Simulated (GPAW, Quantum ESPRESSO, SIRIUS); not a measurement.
# Fitting the PBE+D3(BJ) energy curve of Ir

It takes space group Fm-3m (No. 225, cubic). The conventional cell has a = 3.831 Å, b = 3.831 Å, c = 3.831 Å, α = 90.00°, β = 90.00°, γ = 90.00°. Ir (site symmetry m-3m) is surrounded by 12 Ir at 2.71 Å.

The cell was scaled at fixed shape and fractions and run with GPAW, GPAW PAW data sets (gpaw-data 1.2.1), cutoff 600 eV; PBE+D3(BJ), k mesh 12 × 12 × 12 on the cell of 1 atom, fermi-dirac occupations of 0.05 eV, no spin polarisation, no spin-orbit coupling. Energies are those that the program minimises, any entropy of the smearing included. For a metal such a mesh isn't converged to the digits shown.

```csv
V (Å³/atom),energy over the lowest row (meV/atom)
13.2152,74.96
13.4963,33.52
13.7775,?
14.0587,0.00
14.3399,4.24
14.6210,20.40
14.9022,47.07
```

Q: Fit the third-order Birch-Murnaghan form, give V0, B0 and B′, and predict the energy left open.

A: With y = (V0/V)^(2/3), E = E0 + (9 V0 B0/16) [(y - 1)³ B′ + (y - 1)² (6 - 4y)]. Least squares through the rows shown give V0 = 14.1051 Å³/atom, E0 = -0.18 meV, B0 = 375.8 GPa (1 eV/Å³ = 160.218 GPa) and B′ = 5.08, with a largest miss of 0.01 meV. At V = 13.7775 the form with these constants gives 9.18 meV; the run gave 9.17 meV an atom. Other set-ups at this level, from all their volumes (Å³/atom, GPa): Quantum ESPRESSO, PseudoDojo 0.4.1 SR PBE standard: V0 14.207, B0 371; SIRIUS, all-electron FP-LAPW, apw+lo standard: V0 14.144, B0 374. Measured modulus: 339 GPa (pmc:6586894, doi:10.1038/s41598-019-45401-x), so the fit lies +10.9 % from it. The runs are for a static lattice.

The curve describes a very stiff metal whose resistance grows on compression: B′ is 5.08, and the energy climbs more steeply on the small-volume side of the minimum. The stiffness comes from the 5d band. In a group 9 metal its bonding states are largely filled and its antibonding states only partly, so cohesion is strong and the equilibrium volume small. Squeezing the lattice further raises the kinetic energy and the overlap repulsion between ion cores faster than d-d bonding can repay.

The three set-ups give moduli between 371 and 375.8 GPa, so the excess over the measured 339 GPa is unlikely to stem mainly from the fit or the atomic data set. The added dispersion attraction may contribute, but the reference matters too: elastic measurements on iridium generally give a higher modulus than this, and in compression fits B0 and B′ are strongly correlated. The close prediction of the omitted energy confirms a smooth interpolation near equilibrium, not the accuracy of the modulus or the behaviour at strong compression.
